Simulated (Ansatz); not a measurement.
# Si: the band gap up the ladder of functionals

The task here is to estimate one member of a computed series from the others.

The runs shown are made with Ansatz 0.2.0. PAW datasets, plane waves. The values are computed, spin-unpolarised, and not measurements.

## Starting point

The cell was relaxed beforehand with r2SCAN.

Space group C2/m (No. 12), monoclinic; conventional cell a = 13.839 Å, b = 3.851 Å, c = 6.335 Å, β = 96.8°, 20.95 Å³ an atom. Around Si lie 4 Si at 2.34–2.38 Å; around Si lie 4 Si at 2.38–2.42 Å; around Si lie 4 Si at 2.32–2.34 Å; around Si lie 4 Si at 2.32–2.42 Å.

Coordinates:

```xyz
8
Lattice="6.9197 -1.9253 0.0000 6.9197 1.9253 0.0000 -0.7475 0.0000 6.2911" Properties=species:S:1:pos:R:3 pbc="T T T"
Si    0.1164    0.0000    5.4989
Si   12.9755    0.0000    0.7922
Si    7.2478    0.0000    4.1115
Si    5.8441    0.0000    2.1796
Si    2.9026    0.0000    0.3605
Si   10.1893    0.0000    5.9306
Si    9.6248    0.0000    3.6833
Si    3.4671    0.0000    2.6079
```

Set-up of the first run:

input.yaml

```yaml
crystal:
  lattice:
    - [6.9196716515, -1.9253263176, -4.8854e-06]
    - [6.9196716515, 1.9253263176, -4.8854e-06]
    - [-0.7474552502, 0.0, 6.2911247157]
  atoms:
    - { symbol: Si, position: [0.055619557, 0.055619557, 0.8740774346] }
    - { symbol: Si, position: [0.944380443, 0.944380443, 0.1259225654] }
    - { symbol: Si, position: [0.559004606, 0.559004606, 0.65353915] }
    - { symbol: Si, position: [0.440995394, 0.440995394, 0.34646085] }
    - { symbol: Si, position: [0.2128300009, 0.2128300009, 0.0573104885] }
    - { symbol: Si, position: [0.7871699991, 0.7871699991, 0.9426895115] }
    - { symbol: Si, position: [0.7270864061, 0.7270864061, 0.5854694191] }
    - { symbol: Si, position: [0.2729135939, 0.2729135939, 0.4145305809] }
kpoints:
  mp_grid: { grid: [8, 8, 4] }
  band_path:
    path:
      - [[0.0, 0.0, 0.0], [-0.2696275217287, 0.2696275217287, -1.753164894119e-19]]
      - [[-0.7303724782713, -0.2696275217287, -6.498511456274e-18], [-0.5, -0.5, 4.491504070369e-19], [0.0, 0.0, 0.0], [-0.5, -0.5, 0.5], [-0.7354310099346, -0.2645689900654, 0.5]]
      - [[-0.2645689900654, 0.2645689900654, 0.5], [-5.649519409415e-23, -6.78741135263e-23, 0.5], [0.0, 0.0, 0.0]]
      - [[-0.5, 8.500968029377e-17, 0.5], [0.0, 0.0, 0.0], [-0.5, 7.293478953247e-17, -3.249255728137e-18]]
    npoints: 10
hamiltonian:
  xc: pbe
scf:
  occupations: { method: fermi_dirac, width: 0.02 }
  n_extra_bands: 6
output:
  forces: true
  stress: true
  eigenvalues: true
  write_density: true
  write_potential: true
  elf: true
  volumetric_format: npy
```

Command:

```sh
$ ansatz run input.yaml --threads 4 --pin off --max-ram 5529MiB --backend cpu --events-out ev --progress --plain --runs-dir out
```

Steps of the session up to this table: PBE bands along the symmetry lines; Single point with r2SCAN; HSE06; PBE0 at the same geometry.

One table of the session follows, with a row left open; its other results are not shown here.

| level | gap (eV) |
| --- | --- |
| PBE | 0.26 |
| r2SCAN | 0.41 |
| HSE06 | 0.81 |
| PBE0 | ? |

Estimate the missing values for PBE0.

The run gave: gap (eV): 1.46. In the column «gap (eV)» it is the highest.

Meshes: PBE 8×8×4, r2SCAN 8×8×4, HSE06 4×4×2, PBE0 4×4×2

PBE gives the least gap, 0.26 eV, and PBE0 the largest, 1.46 eV. Against HSE06, PBE is short by 0.55 eV, at 33 % of it, and r2SCAN 50 %. PBE0 lies 0.65 eV above HSE06, which differs from it by screening the long-range exchange.

Limits of these values: Warnings in the runs' records: stress scf threshold loose, stress exchange threshold loose.
